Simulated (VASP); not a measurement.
Si:

```
Si
1.0
     4.71324    2.72119    1.88400
    -4.71324    2.72119    1.88400
     0.00000   -5.44238    1.88400
Si
8
Direct
  0.51876 0.01710 0.71491
  0.28715 0.28715 0.28715
  0.71491 0.51876 0.01710
  0.48124 0.98290 0.28509
  0.28509 0.48124 0.98290
  0.71285 0.71285 0.71285
  0.98290 0.28509 0.48124
  0.01710 0.71491 0.51876
```

This isn't the form of Si at room conditions, which is diamond.

| Item | Value |
| --- | --- |
| Program | VASP 6.6.1 |
| Task | single point |
| Functional | PBE |
| Potentials or basis | VASP PAW PBE potentials, release 64 (Si) |
| Cutoff | 520 eV |
| k mesh | 6 × 6 × 6 |
| Occupations | fermi-dirac, width 0.05 eV |
| Spin | no spin polarisation |

On this cell: pressure 0.9 GPa; largest force 0.148 eV/Å; band gap on the k mesh none (metal or under the smearing width).

The same run follows on a disturbed copy (atoms moved at random, drawn with an rms of 0.05 Å):

```
CELL_PARAMETERS angstrom
4.71324 2.72119 1.88400
-4.71324 2.72119 1.88400
0.00000 -5.44238 1.88400
ATOMIC_POSITIONS crystal
Si 0.53033 0.03008 0.73077
Si 0.29057 0.28195 0.28594
Si 0.71032 0.51867 0.01626
Si 0.48686 0.97970 0.28864
Si 0.28562 0.48390 0.97492
Si 0.71443 0.71300 0.71550
Si 0.98667 0.28171 0.48627
Si 0.01172 0.70505 0.51143
```

Question: What changes?

Answer: The energy (extrapolated to zero smearing) moves by +12.7 meV/atom; pressure 1.0 GPa; largest force 1.035 eV/Å; band gap on the k mesh none (metal or under the smearing width).

Forces in eV/Å, atoms in the order of the input:
```
Si   0.286 -0.156 -0.962
Si  -0.312  0.193 -0.042
Si   0.168  0.249  0.481
Si  -0.203 -0.065  0.067
Si   0.071 -1.015  0.186
Si  -0.074  0.211  0.052
Si   0.075  0.491 -0.464
Si  -0.011  0.093  0.681
```

Stress tensor (GPa, compression positive):
```
 1.13  0.05 -0.13
 0.05  0.13 -0.25
-0.13 -0.25  1.81
```
